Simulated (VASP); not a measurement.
# CO2 (P4_2/mnm) in VASP: notebook

Runs on CO2. Level: r2SCAN. Tasks: single point.

All numbers are computed with VASP 6.6.1; they aren't measurements. Logs are shortened: lines on timing, memory, paths and dates and some standing lists are left out, and cuts for length are marked.

### 1 Starting point

Symmetry: P4_2/mnm, No. 136, tetragonal system. The conventional cell has a = 4.227 Å, b = 4.227 Å, c = 4.688 Å, α = 90.00°, β = 90.00°, γ = 90.00°. Around O (site symmetry m2m) lie 1 C at 1.17 Å. C (site symmetry mmm) is surrounded by 2 O at 1.17 Å.

The cell comes from a database or a generator and needn't be the stable form of this composition.

### 2 Single point, r2SCAN

INCAR reads:

```
PREC = Accurate
ENCUT = 460
EDIFF = 1E-6
ISMEAR = 0
SIGMA = 0.05
LREAL = False
LASPH = True
NELM = 100
ALGO = Normal
ISIF = 2
LWAVE = False
LCHARG = False
METAGGA = R2SCAN
LMIXTAU = True
ADDGRID = False
```

KPOINTS reads:

```
regular mesh
0
Gamma
  7 7 6
```

POSCAR reads:

```
CO2
1.0
    4.2272127900      0.0000000000      0.0000000000
    0.0000000000      4.2272127900      0.0000000000
    0.0000000000      0.0000000000      4.6877715900
O C
4 2
Direct
    0.7998550000      0.8106260000     -0.0015650000
    0.2049920000      0.2030910000     -0.0012650000
    0.6721320000      0.3073690000      0.5000860000
    0.3101930000      0.6757250000      0.4907480000
   -0.0081430000      0.0098620000     -0.0042660000
    0.4753520000      0.5019460000      0.5043420000
```

Potentials or basis: VASP PAW PBE potentials, release 64 (O, C).

Run with:

```console
$ cat potpaw_PBE.64/O/POTCAR potpaw_PBE.64/C/POTCAR > POTCAR
$ mpirun -np 1 vasp_std > vasp.out
```

OUTCAR:

```text
PREC = Accurate
   ENCUT = 460
   EDIFF = 1E-6
   ISMEAR = 0
   LREAL = False
   LASPH = True
   NELM = 100
   ISIF = 2
   METAGGA = R2SCAN

 Found    148 irreducible k-points:

 Following reciprocal coordinates:
            Coordinates               Weight
  0.000000  0.000000  0.000000      1.000000
  0.142857  0.000000  0.000000      2.000000
  0.000000  0.142857  0.000000      2.000000
  0.285714  0.000000  0.000000      2.000000
  0.000000  0.285714  0.000000      2.000000
  0.428571  0.000000  0.000000      2.000000
   k-points           NKPTS =    148   k-points in BZ     NKDIM =    148   number of bands    NBANDS=     20
   number of dos      NEDOS =    301   number of ions     NIONS =      6
   total plane-waves  NPLWV =  32400
   dimension x,y,z NGX =    30 NGY =   30 NGZ =   36
   dimension x,y,z NGXF=    60 NGYF=   60 NGZF=   72
   ions per type =               4   2
   NGX,Y,Z   is equivalent  to a cutoff of  11.80, 11.80, 12.77 a.u.
   NGXF,Y,Z  is equivalent  to a cutoff of  23.60, 23.60, 25.53 a.u.
 SYSTEM =  unknown system
   PREC   = accura    normal or accurate (medium, high low for compatibility)
   ISTART =      0    job   : 0-new  1-cont  2-samecut
   ICHARG =      2    charge: 1-file 2-atom 10-const
   ISPIN  =      1    spin polarized calculation?
   LNONCOLLINEAR =      F non collinear calculations
   LSORBIT =      F    spin-orbit coupling
   LASPH  =      T    aspherical Exc in radial PAW
   ENCUT  =  460.0 eV  33.81 Ry    5.81 a.u.   7.39  7.39  8.20*2*pi/ulx,y,z
   NELM   =    100;   NELMIN=  2; NELMDL= -5     # of ELM steps
   EDIFF  = 0.1E-05   stopping-criterion for ELM
   LREAL  =      F    real-space projection
   EDIFFG = 0.1E-04   stopping-criterion for IOM
   NSW    =      0    number of steps for IOM
   IBRION =     -1    ionic relax: 0-MD 1-quasi-New 2-CG
   NFREE  =      0    steps in history (QN), initial steepest desc. (CG)
   ISIF   =      2    stress and relaxation
   ISYM   =      2    0-nonsym 1-usesym 2-fastsym
   POTIM  = 0.5000    time-step for ionic-motion
   TEBEG  =    0.0;   TEEND  =   0.0 temperature during run
   PSTRESS=    0.0 pullay stress
   NELECT =      32.0000    total number of electrons
   NUPDOWN=      -1.0000    fix difference up-down
   EMIN   =  10.00;   EMAX   =-10.00  energy-range for DOS
   EFERMI =   0.00;   METHOD = LEGACY
   ISMEAR =     0;   SIGMA  =   0.05  broadening in eV -4-tet -1-fermi 0-gaus
   EFERMI_NEDOS =   21; number of points for ismear=-14 and -15
   IALGO  =     38    algorithm
   IMIX   =      4    mixing-type and parameters
     AMIX     =   0.40;   BMIX     =  1.00
     AMIX_MAG =   1.60;   BMIX_MAG =  1.00
  volume/ion in A,a.u.               =      13.96        94.21
  Fermi-wavevector in a.u.,A,eV,Ry     =   1.187864  2.244737 19.198094  1.411020
  Thomas-Fermi vector in A             =   2.324006
   LORBIT       =      0    0 simple, 1 ext, 2 COOP (PROOUT), +10 PAW based schemes
   METAGGA = R2SCAN    functional components
   LHFCALC =     F    Hartree Fock is set to
   AEXX    =    0.0000 exact exchange contribution
   IVDW    =     0    specifies the selected vdW correction
   LEPSILON=     F    determine dielectric tensor
   LRPA    =     F    only Hartree local field effects (RPA)
 non-spin polarized calculation
 Gauss-broadening in eV      SIGMA  =   0.05
  energy-cutoff  :      460.00
  volume of cell :       83.77
 maximum number of plane-waves:      1905
 NGX is ok and might be reduce to    30
   NGX = 15   NGY = 15   NGZ = 17

 number of electron      31.9999991 magnetization

 Free energy of the ion-electron system (eV)
  ---------------------------------------------------
  ext. energy  EPLUGINS =         0.00000000
  ---------------------------------------------------
  free energy    TOTEN  =       -49.67468379 eV

  energy without entropy =      -49.67468379  energy(sigma->0) =      -49.67468379

 E-fermi :  -3.2172     XC(G=0):  -8.5229

 val. band max:       -3.5011448595   @ k =  -0.4286   0.4286   0.5000
 cond. band min:       3.5458284214   @ k =   0.0000   0.0000   0.0000
 fundamental gap:      7.0469732809
 Fermi energy:        -3.2171620987

 k-point     1 :       0.0000    0.0000    0.0000
  band No.  band energies     occupation
      1     -27.6939      2.00000
      2     -25.3632      2.00000
      3     -24.1502      2.00000
      4     -23.8857      2.00000
      5      -9.5744      2.00000
      6      -9.2350      2.00000
[... 12 lines left out ...]
     19       4.5853      0.00000
     20       6.4826      0.00000

 k-point     2 :       0.1429    0.0000    0.0000
  band No.  band energies     occupation
      1     -27.6913      2.00000
      2     -25.3560      2.00000
      3     -24.1517      2.00000
      4     -23.8923      2.00000
      5      -9.5616      2.00000
      6      -9.1982      2.00000
[... 12 lines left out ...]
     19       4.6264      0.00000
     20       6.5102      0.00000

 k-point     3 :       0.0000    0.1429    0.0000
  band No.  band energies     occupation
      1     -27.6913      2.00000
      2     -25.3564      2.00000
      3     -24.1549      2.00000
      4     -23.8885      2.00000
      5      -9.5637      2.00000
      6      -9.1972      2.00000
[... 12 lines left out ...]
     19       4.6241      0.00000
     20       6.4966      0.00000

 k-point     4 :       0.2857    0.0000    0.0000
  band No.  band energies     occupation
      1     -27.6863      2.00000
      2     -25.3401      2.00000
      3     -24.1564      2.00000
      4     -23.9078      2.00000
      5      -9.5475      2.00000
      6      -9.1248      2.00000
[... 12 lines left out ...]
     19       4.8051      0.00000
     20       6.5789      0.00000

 k-point     5 :       0.0000    0.2857    0.0000
  band No.  band energies     occupation
      1     -27.6862      2.00000
      2     -25.3414      2.00000
      3     -24.1669      2.00000
      4     -23.8953      2.00000
      5      -9.5560      2.00000
      6      -9.1241      2.00000
[... 12 lines left out ...]
     19       4.8349      0.00000
     20       6.5363      0.00000

 k-point     6 :       0.4286    0.0000    0.0000
  band No.  band energies     occupation
      1     -27.6824      2.00000
      2     -25.3270      2.00000
      3     -24.1608      2.00000
      4     -23.9201      2.00000
      5      -9.5528      2.00000
      6      -9.0867      2.00000
[... 12 lines left out ...]
     19       5.6124      0.00000
     20       6.5202      0.00000

 [... further k-points ...]
[... 5 lines left out ...]
  --------------------------------------------------------------------------------------
  -------------------------------------------------------------------------------------
  Total        9.9887073     11.7474375     -0.4078326    -16.8860631     -1.2044422      1.0940985
  in kB      191.0491920    224.6875786     -7.8004182   -322.9715944    -23.0367862     20.9262946
  external PRESSURE =     135.9787841 kB  Pullay stress =       0.0000000 kB

 VOLUME and BASIS-vectors are now :
 -----------------------------------------------------------------------------
  energy-cutoff  :      460.00
  volume of cell :       83.77
      direct lattice vectors                 reciprocal lattice vectors
     4.227212790  0.000000000  0.000000000     0.236562494  0.000000000  0.000000000
     0.000000000  4.227212790  0.000000000     0.000000000  0.236562494  0.000000000
     0.000000000  0.000000000  4.687771590     0.000000000  0.000000000  0.213320974

 POSITION                                       TOTAL-FORCE (eV/Angst)
 -----------------------------------------------------------------------------------
      3.38116      3.42669      4.68044         0.328856      0.583245     -0.085471
      0.86654      0.85851      4.68184        -3.185892     -2.579448     -0.125387
      2.84124      1.29931      2.34429         0.842124     -0.960146      0.348407
      1.31125      2.85643      2.30051       -18.253571     18.962955     -1.194943
      4.19279      0.04169      4.66777         2.758125      2.026161      0.202243
      2.00941      2.12183      2.36424        17.510358    -18.032767      0.855151
 -----------------------------------------------------------------------------------
    total drift:                               -0.001032      0.000618     -0.000054

  FREE ENERGIE OF THE ION-ELECTRON SYSTEM (eV)
  ---------------------------------------------------
  free  energy   TOTEN  =       -49.6746837891 eV

  energy  without entropy=      -49.6746837891  energy(sigma->0) =      -49.67468379
```

Run time: 6.4 min. Hardware: 1 thread of Intel Xeon 6975P-C (Granite Rapids), shared host; peak memory 0.29 GiB.

The run converged, but some of its settings lie outside the range that counts as converged, so its numbers aren't taken as properties of the crystal.

Results:

```yaml
Free_energy: -49.6747 eV
Pressure: 13.6 GPa
Largest_force: 26.348 eV/Å
Band_gap_on_the_k_mesh: 7.05 eV, indirect (least direct gap 7.43 eV)
```

Caveat: the cutoff is under 1.25 times the usual one of these potentials, so pressure, stress and relaxed cells hold a basis-set (Pulay) error; the standard files for N, O and F lose accuracy on very short bonds; the PAW data sets were made with another functional, which shifts forces and pressure a little; an odd mesh through Γ misses points on the zone boundary, where band edges often lie.

### 3 Single point, r2SCAN

INCAR: that of step 2 with these lines changed.

```diff
@@ -1,3 +1,3 @@
 PREC = Accurate
-ENCUT = 460
+ENCUT = 650
 EDIFF = 1E-6
```

KPOINTS reads:

```
regular mesh
0
Gamma
  6 6 5
```

POSCAR reads:

```
CO2
1.0
    4.2272127900      0.0000000000      0.0000000000
    0.0000000000      4.2272127900      0.0000000000
    0.0000000000      0.0000000000      4.6877715900
O C
4 2
Direct
    0.8048268600      0.8048268600      0.0000000000
    0.1951731400      0.1951731400      0.0000000000
    0.6951731400      0.3048268600      0.5000000000
    0.3048268600      0.6951731400      0.5000000000
    0.0000000000      0.0000000000      0.0000000000
    0.5000000000      0.5000000000      0.5000000000
```

Potentials or basis: VASP PAW PBE potentials, release 64 (O, C).

Run with:

```console
$ cat potpaw_PBE.64/O/POTCAR potpaw_PBE.64/C/POTCAR > POTCAR
$ mpirun -np 1 vasp_std > vasp.out
```

OUTCAR:

```text
PREC = Accurate
   ENCUT = 650
   EDIFF = 1E-6
   ISMEAR = 0
   LREAL = False
   LASPH = True
   NELM = 100
   ISIF = 2
   METAGGA = R2SCAN

 Found     30 irreducible k-points:

 Following reciprocal coordinates:
            Coordinates               Weight
  0.000000  0.000000  0.000000      1.000000
  0.166667  0.000000  0.000000      4.000000
  0.333333  0.000000  0.000000      4.000000
  0.500000  0.000000  0.000000      2.000000
  0.166667  0.166667  0.000000      4.000000
[... 221 lines left out ...]
  -------------------------------------------------------------------------------------
  Total       -0.0284539     -0.0284539     -0.0921673      0.0000000      0.0000000      0.0000000
  in kB       -0.5442234     -0.5442234     -1.7628396      0.0000000      0.0000000      0.0000000
  external PRESSURE =      -0.9504288 kB  Pullay stress =       0.0000000 kB

 VOLUME and BASIS-vectors are now :
 -----------------------------------------------------------------------------
  energy-cutoff  :      650.00
  volume of cell :       83.77
      direct lattice vectors                 reciprocal lattice vectors
     4.227212790  0.000000000  0.000000000     0.236562494  0.000000000  0.000000000
     0.000000000  4.227212790  0.000000000     0.000000000  0.236562494  0.000000000
     0.000000000  0.000000000  4.687771590     0.000000000  0.000000000  0.213320974

 POSITION                                       TOTAL-FORCE (eV/Angst)
 -----------------------------------------------------------------------------------
      3.40217      3.40217      0.00000        -0.001734     -0.001734     -0.000000
      0.82504      0.82504      0.00000         0.001734      0.001734      0.000000
      2.93864      1.28857      2.34389         0.001734     -0.001734     -0.000000
      1.28857      2.93864      2.34389        -0.001734      0.001734      0.000000
      0.00000      0.00000      0.00000         0.000000      0.000000      0.000000
      2.11361      2.11361      2.34389         0.000000      0.000000      0.000000
 -----------------------------------------------------------------------------------
    total drift:                                0.000000      0.000000     -0.000000

  FREE ENERGIE OF THE ION-ELECTRON SYSTEM (eV)
  ---------------------------------------------------
  free  energy   TOTEN  =       -51.5135264471 eV

  energy  without entropy=      -51.5135264471  energy(sigma->0) =      -51.51352645
```

stdout:

```text
POSCAR found type information on POSCAR O C
 POSCAR found :  2 types and       6 ions
 scaLAPACK will be used
 -----------------------------------------------------------------------------
|                                                                             |
|                                                                             |
|     You enforced a specific xc type in the INCAR file but a different       |
|     I HOPE YOU KNOW WHAT YOU ARE DOING!                                     |
|                                                                             |
 -----------------------------------------------------------------------------

 LDA part: xc-table for (None), standard interpolation
 POSCAR, INCAR and KPOINTS ok, starting setup
 FFT: planning ... GRIDC
 FFT: planning ... GRID_SOFT
 FFT: planning ... GRID
 WAVECAR not read
 entering main loop
```

Wall time 2 min (1 thread of Intel Xeon 6975P-C (Granite Rapids), shared host); peak memory 0.25 GiB.

The run converged, but some of its settings lie outside the range that counts as converged, so its numbers aren't taken as properties of the crystal.

Results:

```yaml
Free_energy: -51.5135 eV
Pressure: -0.1 GPa
Band_gap_on_the_k_mesh: 7.16 eV, indirect (least direct gap 7.65 eV)
```

Caveat: the standard files for N, O and F lose accuracy on very short bonds; the PAW data sets were made with another functional, which shifts forces and pressure a little; an odd mesh through Γ misses points on the zone boundary, where band edges often lie.

(Part 1 of 2 ends here.)
